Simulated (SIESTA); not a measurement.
BAs:

```
CELL_PARAMETERS angstrom
0.00000 2.38850 2.38850
2.38850 0.00000 2.38850
2.38850 2.38850 0.00000
ATOMIC_POSITIONS crystal
As 0.75000 0.75000 0.75000
B 0.00000 0.00000 0.00000
```

Base run:

- Program: SIESTA 5.4.2
- Functional: PBE
- Potentials or basis: PseudoDojo 0.4 standard (PBE files)
- Basis: DZ (energy shift 0.003 Ry; two zetas on semicore shells)
- Grid cutoff: 500 Ry
- Energy shift: 0.003 Ry
- k mesh: 10 × 10 × 10
- Occupations: fermi-dirac, width 0.05 eV
- Spin: no spin polarisation

Its results: band gap on the k mesh 1.72 eV, indirect (least direct gap 3.44 eV); pressure 5.4 GPa.

Question: The run is repeated on the same cell with these changes: basis from DZ (energy shift 0.003 Ry; two zetas on semicore shells) to TZP (energy shift 0.003 Ry; two zetas on semicore shells). What comes out?

Answer: Band gap on the k mesh 1.34 eV, indirect (least direct gap 3.36 eV); pressure 4.7 GPa.

Caveats: the basis of atomic orbitals isn't converged, which shifts pressures, moduli and gaps; the basis has no polarisation orbitals (some runs).
